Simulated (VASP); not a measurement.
## Cu2O (Cuprite): band structure with TPSS

**Experimental background.**

“Importance of surface oxygen vacancies for ultrafast hot carrier relaxation and transport in Cu2O”, 2021, arxiv:2103.03167 quotes, for a bulk crystal of Cu2O: band gap 2.17 eV (direct).

The system is Cu2O (Cuprite).

```
Cu O
1.0
     4.26000    0.00000    0.00000
     0.00000    4.26000    0.00000
     0.00000    0.00000    4.26000
Cu O
4 2
Direct
  0.75000 0.25000 0.75000
  0.75000 0.75000 0.25000
  0.25000 0.75000 0.75000
  0.25000 0.25000 0.25000
  0.50000 0.50000 0.50000
  0.00000 0.00000 0.00000
```

```
Program                : VASP 6.6.1
Task                   : band structure
Functional             : TPSS
Potentials or basis    : VASP PAW PBE potentials, release 64 (Cu, O)
Cutoff                 : 520 eV
k mesh                 : 6 × 6 × 6
Occupations            : fermi-dirac, width 0.05 eV
Spin                   : no spin polarisation
Further INCAR settings : ALGO = Normal; EDIFF = 1e-06
```

```
Pressure                : 1.8 GPa
Band gap on the k mesh  : 0.56 eV, direct
Band gap along the path : 0.56 eV, direct
```

Levels at the corners of the path, in eV from the valence-band top:
| point | band 25 | band 26 | band 27 | band 28 | band 29 | band 30 | band 31 | band 32 |
| --- | --- | --- | --- | --- | --- | --- | --- | --- |
| Γ | -1.57 | 0.00 | 0.00 | 0.00 | 0.56 | 1.25 | 1.25 | 8.03 |
| X | -1.23 | -1.23 | -0.38 | -0.38 | 2.29 | 2.29 | 4.25 | 4.25 |
| X | -1.23 | -1.23 | -0.38 | -0.38 | 2.29 | 2.29 | 4.25 | 4.25 |
| M | -1.25 | -1.25 | -0.65 | -0.65 | 1.91 | 1.91 | 3.89 | 3.89 |
| M | -1.25 | -1.25 | -0.65 | -0.65 | 1.91 | 1.91 | 3.89 | 3.89 |
| Γ | -1.57 | 0.00 | 0.00 | 0.00 | 0.56 | 1.25 | 1.25 | 8.03 |
| Γ | -1.57 | 0.00 | 0.00 | 0.00 | 0.56 | 1.25 | 1.25 | 8.03 |
| R | -0.96 | -0.58 | -0.58 | -0.58 | 2.44 | 2.44 | 2.44 | 4.98 |
| R | -0.96 | -0.58 | -0.58 | -0.58 | 2.44 | 2.44 | 2.44 | 4.98 |
| X | -1.23 | -1.23 | -0.38 | -0.38 | 2.29 | 2.29 | 4.25 | 4.25 |
| M | -1.25 | -1.25 | -0.65 | -0.65 | 1.91 | 1.91 | 3.89 | 3.89 |
| R | -0.96 | -0.58 | -0.58 | -0.58 | 2.44 | 2.44 | 2.44 | 4.98 |

Wall time 5.2 min on 1 thread of Intel(R) Xeon(R) Platinum 8375C CPU @ 2.90GHz (Ice Lake), with other jobs on the host, peak memory 0.22 GiB.

Measured gap of Cu2O: 2.17 eV (direct; quoted in “Importance of surface oxygen vacancies for ultrafast hot carrier relaxation and transport in Cu2O”, 2021, arxiv:2103.03167). This calculation gives 0.56 eV (-1.61 eV). So large a miss can be the level of theory's own, or it may mean another phase, state or a wrong row. The value is that of TPSS, without temperature or zero-point motion.

Caveat: the PAW data sets were made with another functional, which shifts forces and pressure a little.
